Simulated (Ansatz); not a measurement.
**Zn (P6_3/mmc): test of the smearing width in Python**

How much does the smearing width move the energy of Zn (P6_3/mmc)? The task is a test of the smearing width, for Zn (P6_3/mmc).

The COD entry's cell or inner coordinates are ideal or old and differ from later refinements, so a difference from it is no clean test against experiment.

Program: Ansatz 0.2.0 through its Python package. Level of theory: DFT LDA, plane waves, PAW. These are calculated values, not measurements.

**1. The system**

The structure is hexagonal, space group P6_3/mmc (No. 194). Conventional cell: a = 2.670 Å, b = 2.670 Å, c = 4.966 Å, α = 90.00°, β = 90.00°, γ = 120.00°. Zn (site symmetry -6m2) is surrounded by 12 Zn at 2.67 to 2.92 Å.

The script holds or builds the structure itself.

**2. The script**

Contents of zn_smear.py:

```python
"""How the energy of Zn depends on the smearing."""

import logging
import sys
import warnings

import ansatz as az
from tabulate import tabulate

logging.basicConfig(stream=sys.stdout, format="[%(levelname)s] %(message)s")
logger = logging.getLogger("ansatz_job")
logger.setLevel(logging.INFO)


def main() -> None:
    warnings.simplefilter("ignore", az.DeckWarning)

    cell = (
        az.Lattice.from_parameters(2.67, 2.67, 4.966, alpha=90, beta=90, gamma=120)
        .space_group(194)
        .atom("Zn", [1 / 3, 2 / 3, 0.25])
    )

    model = (
        cell.calculation()
        .pseudopotentials("paw")
        .basis(550)
        .functional(az.Functional.LDA)
        .kpoints(11, 11, 5)
    )

    rows = []
    for value in [0.25, 0.15, 0.1, 0.05, 0.025]:
        report = model.occupations("gaussian", width=value).run(threads=1, backend="cpu").report
        rows.append((value, report["free_energy_ev"] / len(report["lattice"]["sites"]), report["n_iterations"], report["n_kpoints"]))

    print(tabulate(rows, headers=["width (eV)", "F/atom (eV)", "iterations", "k-points"], floatfmt=".4f", tablefmt="github"))

    # differences from the last row
    for row in rows[:-1]:
        shift = 1000 * (row[1] - rows[-1][1])
        logger.info(f"{row[0]}: {shift:+.2f} meV/atom" + ("  (within 5 meV)" if abs(shift) < 5 else ""))


if __name__ == "__main__":
    main()
```

**3. The input behind the calls**

The package turns the script's settings into the engine's input (first run):

```yaml
crystal:
  lattice:
    a: 2.67
    b: 2.67
    c: 4.966
    alpha: 90.0
    beta: 90.0
    gamma: 120.0
  space_group: 194
  atoms:
    - { symbol: Zn, position: [0.3333333333333333, 0.6666666666666666, 0.25] }
basis:
  ecutwfc: 550.0
kpoints:
  mp_grid:
    grid: [11, 11, 5]
hamiltonian:
  xc: lda
  pseudopotentials:
    kind: paw
scf:
  occupations:
    method: gaussian
    width: 0.25
```

**4. Launch**

Launch:

```bash
$ python zn_smear.py
```

Output:

```text
|   width (eV) |   F/atom (eV) |   iterations |   k-points |
|--------------|---------------|--------------|------------|
|       0.2500 |    -3246.1967 |            6 |         48 |
|       0.1500 |    -3246.1943 |            6 |         48 |
|       0.1000 |    -3246.1935 |            6 |         48 |
|       0.0500 |    -3246.1929 |            6 |         48 |
|       0.0250 |    -3246.1927 |            6 |         48 |
[INFO] 0.25: -3.96 meV/atom  (within 5 meV)
[INFO] 0.15: -1.60 meV/atom  (within 5 meV)
[INFO] 0.1: -0.76 meV/atom  (within 5 meV)
[INFO] 0.05: -0.16 meV/atom  (within 5 meV)
```

It took 6.5 s on 1 thread of Arm Neoverse V2, shared host; peak memory 0.35 GiB.

**5. What changed from run to run**

The engine's inputs for some of the other runs:

Run 2, against run 1:

```diff
@@ -24 +24 @@
-    width: 0.25
+    width: 0.15
```

Run 3, against run 1:

```diff
@@ -24 +24 @@
-    width: 0.25
+    width: 0.1
```

Run 5, against run 1:

```diff
@@ -24 +24 @@
-    width: 0.25
+    width: 0.025
```

Lines on the test bed's own set-up are left out of the output.

**6. The runs side by side**

One row for each of the 5 runs:

```csv
run,width (eV),energy from run 5 (meV/atom),the same at zero width (meV/atom),SCF cycles,CPU time (s)
1,0.25,-3.96,-0.23,6,1.2
2,0.15,-1.60,-0.28,6,1.1
3,0.1,-0.76,-0.09,6,1.1
4,0.05,-0.16,-0.02,6,1.2
5,0.025,0.00,0.00,6,1.2
```

Energies are free energies F = E - TS of the smeared occupations. 

**7. Summary of results**

| quantity | value |
| --- | --- |
| runs compared | 5 |
| last run but one, from the last | -0.16 meV/atom |
| within 5 meV/atom of the last run from | 0.25 |

In words: Going from 0.025 to 0.25 eV changes F by -4.0 meV an atom. With this scheme F falls roughly as the square of the width; the report's estimate for zero width (energy_sigma0_ev) moves by only -0.2 meV. For a metal this k-point mesh is coarse: on a finer one energies can move by several to tens of meV an atom and pressures by half a GPa or more, differences at one mesh by less. Of the deposited cell: the entry's cell lengths or inner coordinates differ somewhat from later room-temperature determinations. The narrowest width needs the finest mesh, so the last row is no converged reference.
